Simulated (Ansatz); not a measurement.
Ni$_{3}$Si: enthalpy against pressure

Ni$_{3}$Si, Pm-3m, a = 3.506 Å. The structure is a COD entry; whether it is the stable form wasn't checked. Ansatz: PBE, PAW, 420 eV, Γ-centred 12×12×12 mesh on 4 atoms, Gaussian smearing 0.10 eV; no spin polarisation. Cell and atoms are relaxed at each pressure, and no other structure is tried, so the rows at high pressure may lie past a change of phase. y is the enthalpy over the state at zero pressure; there V0 = 10.776 Å³/atom. The pressures are the targets, met within 0.08 GPa.

```tsv
P (GPa)	y (eV/atom)
-2.0	-0.1352
0.0	0.0000
2.0	0.1339
5.0	0.3325
10.0	?
20.0	1.2912
40.0	2.4988
```

Q: Fit y = c1 P + c2 P² + c3 P³ to the other rows, say what c1 and c2 mean, and predict the missing value.

A: Least squares on the rows shown. y = 0.067243 P − 0.00014902 P² + 7.4246×10⁻⁷ P³. Since dH/dP = V, c1 is V0: 0.067243 eV/GPa × 160.2 = 10.772 Å³ against 10.776; c2 = −V0/(2B0) gives B0 = 226 GPa, where a Birch–Murnaghan fit to the volumes of the same runs (not shown) gives 215 GPa: a cubic over this range folds the higher terms into c2. At P = 10.0 the fit asked for gives 0.6583 eV/atom. The run gave 0.6581 eV/atom, so the fit is 0.0002 eV/atom too high, a small miss on the scale of the series.